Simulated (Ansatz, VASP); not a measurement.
**Two plane-wave programs on Cu**

```
Cu
1.0
    -1.44279    1.44279    1.37608
     1.44279   -1.44279    1.37608
     1.44279    1.44279   -1.37608
Cu
1
Direct
  0.00000 0.00000 0.00000
```

This isn't the form of Cu at room conditions, which is fcc.

Alike in both runs: task single point; functional PBEsol; k mesh 26 × 26 × 26; occupations gaussian, width 0.15 eV; no spin polarisation.

```csv
,VASP,Ansatz
version,VASP 6.6.1,Ansatz 0.2.0
potentials or method,"VASP PAW PBE potentials, release 64 (Cu)","scalar-relativistic, plane waves, PAW"
plane-wave cutoff (eV),520,420
valence electrons in the cell,11,19
```

```csv
,VASP,Ansatz,Ansatz less VASP
gap on the k mesh at the Fermi level (eV),none,none,-
pressure (GPa),-0.5,-1.4,-0.87
largest component of the traceless stress (GPa),0.06,0.06,+0.006
```

A gap of «none» marks a metal or a gap that the smearing closes. With one functional, cell and mesh, what is left measures potentials, basis and numerics. The two sets of potentials don't hold the same shells in valence.

Caveats: the PAW data sets were made with another functional, which shifts forces and pressure a little (VASP).
